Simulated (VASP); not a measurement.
CdSe:

```xyz
2
Lattice="0.0000 3.0462 3.0462 3.0462 0.0000 3.0462 3.0462 3.0462 0.0000" Properties=species:S:1:pos:R:3 pbc="T T T"
Cd    0.0000    0.0000    0.0000
Se    4.5693    4.5693    4.5693
```

Measurements of this composition are mostly on another form, of space group No. 186.

Base run:

- Program: VASP 6.6.1
- Functional: PBE0
- Potentials or basis: VASP PAW PBE potentials, release 64 (Cd, Se)
- Cutoff: 520 eV
- k mesh: 6 × 6 × 6
- Occupations: gaussian, width 0.03 eV
- Spin: no spin polarisation

Its results: band gap on the k mesh 2.15 eV, direct; pressure 1.4 GPa.

Question: The run is repeated on the same cell with these changes: functional from PBE0 to HSE06. What comes out?

Answer: Band gap on the k mesh 1.56 eV, direct; pressure 1.6 GPa.

Caveats: the PAW data sets were made with another functional, which shifts forces and pressure a little.
